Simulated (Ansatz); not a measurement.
The system is Os.

```
Os
1.0
     2.73410    0.00000    0.00000
    -1.36705    2.36780    0.00000
     0.00000    0.00000    4.31970
Os
2
Cartesian
  1.3671 0.7893 3.2398
  0.0000 1.5785 1.0799
```

- Program: Ansatz 0.2.0
- Task: relaxation of cell and atoms
- Functional: PBEsol
- Dispersion: D3(BJ)
- Potentials or basis: Ansatz PAW
- Cutoff: 420 eV (not typed: the program's choice for these potentials)
- k mesh: 11 × 11 × 6
- Occupations: fermi-dirac, width 0.05 eV
- Spin: no spin polarisation

At the start: volume 13.98 Å³/atom.

Problem. How do energy, volume and symmetry change on relaxing?

Solution. It ends after 5 steps and the volume is 13.65 Å³/atom (-2.4 %); space group P6_3/mmc (No. 194, to 0.05 Å).

Step by step:
```tsv
step	energy change (eV)	largest force (eV/Å)	volume (Å³)
1	0.0000	0.0000	27.96
2	-0.0223	0.0000	27.36
3	-0.0226	0.0000	27.29
4	-0.0225	0.0000	27.29
5	-0.0222	0.0000	27.29
```

Final structure:
```
Os
1.0
     2.71095    0.00000    0.00000
    -1.35548    2.34775    0.00000
     0.00000    0.00000    4.28829
Os
2
Direct
  0.66667 0.33333 0.75000
  0.33333 0.66667 0.25000
```

Caveat: the plane-wave basis is chosen anew once the cell has moved, so the energies of steps on either side of that aren't comparable; pairwise dispersion overbinds metals, which lowers pressure and volume; the PAW data sets come from PBE, with cores solved anew for the run's functional, which leaves a small shift of forces and pressure.
